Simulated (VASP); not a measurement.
**TePb: relaxation of cell and atoms with PBEsol**

The system is TePb.

```
Te Pb
1.0
     0.00000    3.22185    3.22185
     3.22185    0.00000    3.22185
     3.22185    3.22185    0.00000
Te Pb
1 1
Direct
  0.50000 0.50000 0.50000
  0.00000 0.00000 0.00000
```

* Program: VASP 6.6.1
* Task: relaxation of cell and atoms
* Functional: PBEsol
* Potentials or basis: VASP PAW PBE potentials, release 64 (Te, Pb_d)
* Cutoff: 600 eV
* k mesh: 8 × 8 × 8
* Occupations: gaussian, width 0.03 eV
* Spin: no spin polarisation
* Further INCAR settings: ALGO = Normal; EDIFF = 1e-07; IBRION = 2; EDIFFG = -0.005; NSW = 90; ISIF = 3

```
Pressure after relaxing : 0.0 GPa
Band gap on the k mesh  : 0.65 eV, direct
```

Final structure:
```yaml
crystal:
  lattice:
    - [0.00000, 3.22185, 3.22185]
    - [3.22185, 0.00000, 3.22185]
    - [3.22185, 3.22185, 0.00000]
  atoms:
    - { symbol: Te, position: [0.50000, 0.50000, 0.50000] }
    - { symbol: Pb, position: [0.00000, 0.00000, 0.00000] }
```

Levels at points of the mesh, in eV from the valence-band top:
| k point | band 7 | band 8 | band 9 | band 10 | band 11 | band 12 | band 13 | band 14 |
| --- | --- | --- | --- | --- | --- | --- | --- | --- |
| (0.00, 0.00, 0.00) | -5.59 | -1.37 | -1.37 | -1.37 | 4.07 | 4.07 | 4.07 | 5.74 |
| (0.50, 0.00, 0.00) | -8.65 | -0.90 | -0.90 | 0.00 | 0.65 | 1.22 | 1.22 | 8.30 |
| (0.50, 0.50, 0.00) | -7.32 | -4.59 | -2.85 | -2.85 | 3.17 | 5.49 | 5.49 | 6.73 |

Wall time 22 s on 1 thread of AMD EPYC 9R14 (Zen 4), with other jobs on the host, peak memory 0.19 GiB.

Caveat: the relaxation stopped at its first step, so nothing moved; the PAW data sets were made with another functional, which shifts forces and pressure a little; spin-orbit coupling is left out, which as a rule narrows the gap of such compounds by several tenths of an eV. A k mesh can miss the band edges.
